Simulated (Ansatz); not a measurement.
## The polar optical mode of GaP at -1 GPa, worked through

Theory: DFT PBEsol, scalar-relativistic, plane waves, PAW (Ansatz). Cutoff 420 eV, 8×8×8 k-points (Γ-centred), fixed occupations. No spin polarisation. Phonons by linear response, acoustic sum rule imposed.

The cell, relaxed at -1 GPa:
```yaml
crystal:
  lattice:
    - [0.00000, 2.73011, 2.73011]
    - [2.73011, 0.00000, 2.73011]
    - [2.73011, 2.73011, 0.00000]
  atoms:
    - { symbol: Ga, position: [0.00000, 0.00000, 0.00000] }
    - { symbol: P, position: [0.75000, 0.75000, 0.75000] }
```

The run warned that the force constants aren't converged on this k mesh, so the frequencies and all that is formed from them are rough.

Linear response gives ν_TO = 351.9 cm⁻¹, Born charges ±2.130 e (positive on Ga) and ε∞ = 10.728. The primitive cell holds 40.698 Å³, and the masses are 69.723 and 30.974 amu.

**Question.** Find ν_LO and the static dielectric constant.

**Answer.** The long-wave field adds a restoring force: ω_LO² − ω_TO² = Z*²e²/(ε_vac ε∞ μV). In these units ν_LO² − ν_TO² = 4.92064×10⁷ Z*²/(μ V ε∞) cm⁻², with μ = m₁m₂/(m₁ + m₂) = 21.446 amu: 23842 cm⁻². So ν_LO = √(351.9² + 23842) = 384.3 cm⁻¹, and the run gives 384.3. Lyddane–Sachs–Teller then gives ε0 = ε∞ (ν_LO/ν_TO)² = 12.79, against 12.79 in the run (it forms both from the same three quantities, so the match checks the arithmetic only). Between ν_TO and ν_LO the dielectric function is negative and an undamped crystal reflects fully: a reststrahlen band from 26.0 to 28.4 μm.

**Question.** What do the Clausius–Mossotti polarisability and the Szigeti charge come to?

**Answer.** With the Lorentz local field, α = (3V/4π)(ε∞ − 1)/(ε∞ + 2) = 7.43 Å³ for the pair, and e_S = 3Z*/(ε∞ + 2) = 0.50 e. The Born charge includes the electrons' response to the dipole's own local field, and e_S takes that enhancement out. The Lorentz field assumes point-like polarisable ions, a poor picture once ε∞ is this large, since the electron clouds then overlap or are shared, so both numbers are formal here.

**Question.** How strongly does a slow electron couple to the LO mode?

**Answer.** For one isotropic parabolic band, Fröhlich's constant is α_F = (1/ε∞ − 1/ε0) √(m* Ry/ħω_LO), with Ry = 13.606 eV, ħω_LO = 47.6 meV and m* in free-electron masses: α_F = 0.0151 × 16.90 × √m* = 0.25 √m*. The band mass isn't part of this run; for m* = 0.1, 0.3 and 1 it gives 0.08, 0.14, 0.25. In weak coupling the polaron lies α_F ħω_LO below the band edge (7 meV at m* = 0.3) with a mass m*(1 + α_F/6); past α_F of about 5 or 6 that expansion fails. A semilocal functional's ε∞ tends to be too large, which taken alone lowers α_F.

Cost: 1 run of about 1.5 core-minutes, on Intel Xeon Processor @ 2.50GHz (Skylake/Cascade Lake) (shared hosts).

GaP appears here as a weakly polar, largely covalent semiconductor: most of its static dielectric response is electronic, and the lattice adds only a modest part. The Born charge of 2.130 e doesn't contradict this, nor does it measure a static ionic charge. It is dynamical, and includes the electron density that shifts along the Ga–P bonds as the sublattices move against each other. The easily polarised valence electrons also screen the long-range field of that motion, which keeps the LO–TO splitting small and points to weak Fröhlich coupling for light carriers.

Both optical frequencies lie below the measured ambient-pressure values. Tension lengthens and softens the bonds, which probably explains part of the shift, but a single pressure can't separate this from errors of the functional or the k mesh. For real conduction electrons the coupling constants give only a scale, because the band minima of GaP lie near X and have strongly anisotropic masses, unlike the single isotropic band assumed.
